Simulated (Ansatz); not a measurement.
# Hf: the cost of one run

Computed with Ansatz 0.2.0 (DFT PBE, scalar-relativistic, unless a step's input says otherwise).

**1. The system as given**

It takes space group Im-3m (No. 229, cubic). The conventional cell has a = 3.610 Å, b = 3.610 Å, c = 3.610 Å, α = 90.00°, β = 90.00°, γ = 90.00°. Hf (site symmetry m-3m) is surrounded by 8 Hf at 3.13 Å.

Coordinates:

```xyz
1
Lattice="-1.8050 1.8050 1.8050 1.8050 -1.8050 1.8050 1.8050 1.8050 -1.8050" Properties=species:S:1:pos:R:3 pbc="T T T"
Hf    0.0000    0.0000    0.0000
```

The structure is an experimental refinement, used without relaxation.

**2. Volume × 0.94, LAPW**

Contents of input.yaml:

```yaml
crystal:
  lattice:
    - [-1.7681529262, 1.7681529262, 1.7681529262]
    - [1.7681529262, -1.7681529262, 1.7681529262]
    - [1.7681529262, 1.7681529262, -1.7681529262]
  atoms:
    - { symbol: Hf, position: [0.0, 0.0, 0.0] }
kpoints:
  mp_grid: { grid: [14, 14, 14] }
  band_path:
    path:
      - [0.0, 0.0, 0.0]
      - [0.5, -0.5, 0.5]
      - [0.0, 0.0, 0.5]
      - [0.0, 0.0, 0.0]
      - [0.25, 0.25, 0.25]
      - [0.5, -0.5, 0.5]
      - [0.25, 0.25, 0.25]
      - [0.0, 0.0, 0.5]
    npoints: 5
scf:
  occupations: { method: fermi_dirac, width: 0.05 }
hamiltonian:
  xc: pbe
  pseudopotentials: { kind: all_electron, lapw: { basis_error: 0.0005 } }
output:
  forces: true
  stress: true
  eigenvalues: true
```

Launch:

```
ansatz run input.yaml --threads 1 --pin off --max-ram 3072MiB --backend cpu --events-out ev --progress --plain --runs-dir out
```

**Question.** How long does this run take on 1 thread of Intel Xeon 6975P-C (Granite Rapids), shared host, and how much memory does it need?

About 7.1 s, with a peak of 0.36 GiB.
